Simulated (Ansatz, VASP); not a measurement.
## MgO2 in VASP and in Ansatz

Contents of INCAR:

```
PREC = Accurate ; ENCUT = 600
EDIFF = 1E-6 ; ISMEAR = 0
SIGMA = 0.01 ; LREAL = F
LASPH = T ; NELM = 100
ALGO = Fast ; ISIF = 3
LWAVE = F ; LCHARG = F
GGA = PS ; IBRION = 2
NSW = 80 ; EDIFFG = -0.003
```

File KPOINTS:

```
regular mesh
0
Gamma
  8 8 8
```

POSCAR

```
MgO2
1.0
   -2.1362510038      2.1362510038      2.6063918733
    2.1362510038     -2.1362510038      2.6063918733
    2.1362510038      2.1362510038     -2.6063918733
Mg O
2 4
Direct
    0.2500000000      0.2500000000      0.0000000000
    0.7500000000      0.7500000000      0.0000000000
    0.6208371947      0.1208371947      0.7416743895
    0.3791628053      0.8791628053      0.2583256105
    0.1208371947      0.3791628053      0.5000000000
    0.8791628053      0.6208371947      0.5000000000
```

Input for Ansatz:

```yaml
crystal:
  lattice:
    - [-2.1362510038, 2.1362510038, 2.6063918733]
    - [2.1362510038, -2.1362510038, 2.6063918733]
    - [2.1362510038, 2.1362510038, -2.6063918733]
  atoms:
    - { symbol: Mg, position: [0.25, 0.25, 0.0] }
    - { symbol: Mg, position: [0.75, 0.75, 0.0] }
    - { symbol: O, position: [0.6208371947, 0.1208371947, 0.7416743895] }
    - { symbol: O, position: [0.3791628053, 0.8791628053, 0.2583256105] }
    - { symbol: O, position: [0.1208371947, 0.3791628053, 0.5] }
    - { symbol: O, position: [0.8791628053, 0.6208371947, 0.5] }
scf:
  occupations: { method: fixed }
output:
  forces: true
  stress: true
  eigenvalues: true
hamiltonian:
  xc: pbesol
basis:
  ecutwfc: 600
kpoints:
  mp_grid: { grid: [8, 8, 8] }
relax:
  f_tol: 0.003
  max_steps: 60
  cell: { stress_tol: 0.03, p_target: 0 }
```

Alike in both runs: task relaxation of cell and atoms; functional PBEsol; k mesh 8 × 8 × 8; no spin polarisation.

```csv
,VASP,Ansatz
version,VASP 6.6.1,Ansatz 0.2.0
potentials or method,"VASP PAW PBE potentials, release 64 (Mg, O)","scalar-relativistic, plane waves, PAW"
plane-wave cutoff (eV),600,600
occupations,"gaussian, width 0.01 eV",fixed
valence electrons in the cell,28,44
```

|  | VASP | Ansatz | Ansatz less VASP |
| --- | --- | --- | --- |
| gap on the k mesh at the Fermi level, each at its own relaxed structure (eV) | 2.71 | 2.81 | +0.101 |
| relaxed volume (Å³/atom) | 8.59 | 8.62 | +0.036 |
| relaxed cell length with the largest relative difference (Å) | 4.101 | 4.107 | +0.0059 |
| energy change over the relaxation (meV/atom) | -28 | -30 | -2.4 |

The two sets of potentials don't hold the same shells in valence.

Caveats: the PAW data sets were made with another functional, which shifts forces and pressure a little (VASP). A k mesh can miss the band edges.
